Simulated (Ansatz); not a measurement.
MoS2 under changes of volume

One of the cells (18.982 Å³/atom); the others are scaled copies at fixed shape and fractional positions:

```xyz
3
Lattice="3.2275 0.0000 0.0000 -1.6137 2.7951 0.0000 0.0000 0.0000 6.3125" Properties=species:S:1:pos:R:3 pbc="T T T"
Mo    0.0000    0.0000    3.1562
S     1.6137    0.9317    4.7008
S     0.0000    1.8634    1.6117
```

Measurements of this composition are mostly on another form, of space group No. 194.

```yaml
Program: Ansatz 0.2.0
Functional: r2SCAN
Dispersion: rVV10
Potentials_or_basis: Ansatz PAW
Cutoff: "500 eV (not typed: the program's choice for these potentials)"
k_mesh: 9 × 9 × 4
Occupations: fermi-dirac, width 0.05 eV
Spin: no spin polarisation
```

| volume (Å³/atom) | energy over the lowest point (meV/atom) | pressure (GPa) | largest force (eV/Å) |
| --- | --- | --- | --- |
| 17.843 | ? | ? | ? |
| 18.222 | 8.36 | 4.9 | 0.835 |
| 18.602 | 0.59 | 1.7 | 0.471 |
| 18.982 | 0.00 | -1.1 | 0.134 |
| 19.361 | 5.85 | -3.7 | 0.179 |
| 19.741 | 17.47 | -6.0 | 0.469 |
| 20.120 | 34.28 | -8.1 | 0.738 |

Task: What does the run at 17.843 Å³/atom give?

Result: Energy over the lowest point 24.13 meV/atom; pressure 8.5 GPa; largest force 1.227 eV/Å.

Worked out: A Birch-Murnaghan fit of order 3 (a polynomial in V^(-2/3)) to the other rows has its minimum at 18.82 Å³/atom with B0 = V·E''(V) = 141 GPa and B' = 4.3 at fixed shape and positions, which overstates the stiffness. It gives 24.07 meV/atom at 17.843 Å³/atom, against the run's 24.13, and -dE/dV = 8.4 GPa, against 8.5.

Energies are extrapolated to zero smearing.

Caveats: the PAW data sets come from PBE, with cores solved anew for the run's functional, which leaves a small shift of forces and pressure; forces of over 1 eV/Å show positions far from the minimum, so gaps and moduli don't describe the material at rest (some runs).
